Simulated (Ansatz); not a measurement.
# PbI2: the cost of one run

Method: DFT, plane waves, PAW, no spin polarisation, in Ansatz 0.2.0.

## 1. The structure to begin with

The cell holds 12 atoms (I8Pb4): a = 9.128 Å, b = 9.128 Å, c = 7.048 Å, α = 90.00°, β = 90.00°, γ = 120.00°.

Coordinates:

```xyz
12
Lattice="9.1282 0.0000 0.0000 -4.5641 7.9052 0.0000 0.0000 0.0000 7.0475" Properties=species:S:1:pos:R:3 pbc="T T T"
Pb    0.0000    0.0000    0.0000
I     0.0000    2.6351    1.8796
I     2.2820    1.3175    5.1679
Pb   -2.2820    3.9526    0.0000
I    -2.2820    6.5877    1.8796
I     0.0000    5.2701    5.1679
Pb    4.5641    0.0000    0.0000
I     4.5641    2.6351    1.8796
I     6.8461    1.3175    5.1679
Pb    2.2820    3.9526    0.0000
I     2.2820    6.5877    1.8796
I     4.5641    5.2701    5.1679
```

## 2. Run 1: PBEsol

input.yaml reads:

```yaml
crystal:
  lattice:
    - [9.1281635007, 0.0, 0.0]
    - [-4.5640817504, 7.9052214815, 0.0]
    - [0.0, 0.0, 7.0475120173]
  atoms:
    - { symbol: Pb, position: [0.0, 0.0, 0.0] }
    - { symbol: I, position: [0.1666666667, 0.3333333333, 0.266706802] }
    - { symbol: I, position: [0.3333333333, 0.1666666667, 0.733293198] }
    - { symbol: Pb, position: [0.0, 0.5, 0.0] }
    - { symbol: I, position: [0.1666666667, 0.8333333333, 0.266706802] }
    - { symbol: I, position: [0.3333333333, 0.6666666667, 0.733293198] }
    - { symbol: Pb, position: [0.5, 0.0, 0.0] }
    - { symbol: I, position: [0.6666666667, 0.3333333333, 0.266706802] }
    - { symbol: I, position: [0.8333333333, 0.1666666667, 0.733293198] }
    - { symbol: Pb, position: [0.5, 0.5, 0.0] }
    - { symbol: I, position: [0.6666666667, 0.8333333333, 0.266706802] }
    - { symbol: I, position: [0.8333333333, 0.6666666667, 0.733293198] }
kpoints:
  mp_grid: { grid: [3, 3, 2] }
hamiltonian:
  xc: pbesol
scf:
  occupations: { method: fermi_dirac, width: 0.112 }
md:
  ensemble: nvt_langevin
  temperature: 1300
  timestep: 1.5
  n_steps: 20
  initial_velocities: maxwell_boltzmann
  seed: 3417
```

On the command line:

```
$ ansatz run input.yaml --threads 4 --pin off --max-ram 3686MiB --backend cpu --events-out ev --progress --plain --runs-dir out
```

**Question.** How long does this run take on 4 threads of Arm Neoverse V2, shared host, and how much memory does it need?

About 3.3 min, with a peak of 1.8 GiB.
